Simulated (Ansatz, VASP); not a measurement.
# TlCl: VASP beside Ansatz

Contents of INCAR:

```
SYSTEM = TlCl
  PREC = Accurate
  ENCUT = 600
  EDIFF = 1E-6
  ISMEAR = 0
  SIGMA = 0.02
  LREAL = .FALSE.
  LASPH = .TRUE.
  NELM = 80
  ALGO = Normal
  ISIF = 3
  LWAVE = .FALSE.
  LCHARG = .FALSE.
  GGA = PE
  IVDW = 12
  IBRION = 2
  NSW = 100
  EDIFFG = -0.005
```

KPOINTS

```
Automatic mesh
0
G
  8 8 8
  0 0 0
```

POSCAR

```
TlCl
1.0
    3.8340000000      0.0000000000      0.0000000000
    0.0000000000      3.8340000000      0.0000000000
    0.0000000000      0.0000000000      3.8340000000
Tl Cl
1 1
Direct
    0.0000000000      0.0000000000      0.0000000000
    0.5000000000      0.5000000000      0.5000000000
```

Input for Ansatz:

```yaml
crystal:
  lattice:
    - [3.834, 0.0, 0.0]
    - [0.0, 3.834, 0.0]
    - [0.0, 0.0, 3.834]
  atoms:
    - { symbol: Tl, position: [0.0, 0.0, 0.0] }
    - { symbol: Cl, position: [0.5, 0.5, 0.5] }
basis:
  ecutwfc: 420
kpoints:
  mp_grid: { grid: [8, 8, 8] }
hamiltonian:
  xc: pbe
  dispersion: d3bj
scf:
  occupations: { method: gaussian, width: 0.02 }
output:
  forces: true
  stress: true
  eigenvalues: true
  write_density: true
  write_potential: true
  elf: true
  volumetric_format: npy
relax:
  adjacent_minimum: "off"
  f_tol: 0.005
  max_steps: 80
  cell: { stress_tol: 0.05 }
```

Alike in both runs: task relaxation of cell and atoms; functional PBE; dispersion D3(BJ); k mesh 8 × 8 × 8; occupations gaussian, width 0.02 eV; no spin polarisation.

```csv
,VASP,Ansatz
version,VASP 6.6.1,Ansatz 0.2.0
potentials or method,"VASP PAW PBE potentials, release 64 (Tl_d, Cl)","scalar-relativistic, plane waves, PAW"
plane-wave cutoff (eV),600,420
valence electrons in the cell,20,20
```

Ansatz gave:

- gap on the k mesh at the Fermi level, each at its own relaxed structure (eV): 2.23
- relaxed volume (Å³/atom): 30.06
- relaxed cell length with the largest relative difference (Å): 3.918
- energy change over the relaxation (meV/atom): -18

**Question.** Estimate VASP's values.

**Answer.** gap on the k mesh at the Fermi level, each at its own relaxed structure (eV): 2.23; relaxed volume (Å³/atom): 30.05; relaxed cell length with the largest relative difference (Å): 3.917; energy change over the relaxation (meV/atom): -17.

Ansatz warned: «dispersion_switch_in_reach».

Caveats: spin-orbit coupling is left out, which as a rule narrows the gap of such compounds by several tenths of an eV. A k mesh can miss the band edges. A hybrid or GW would open this gap; PBE tends to underestimate it.
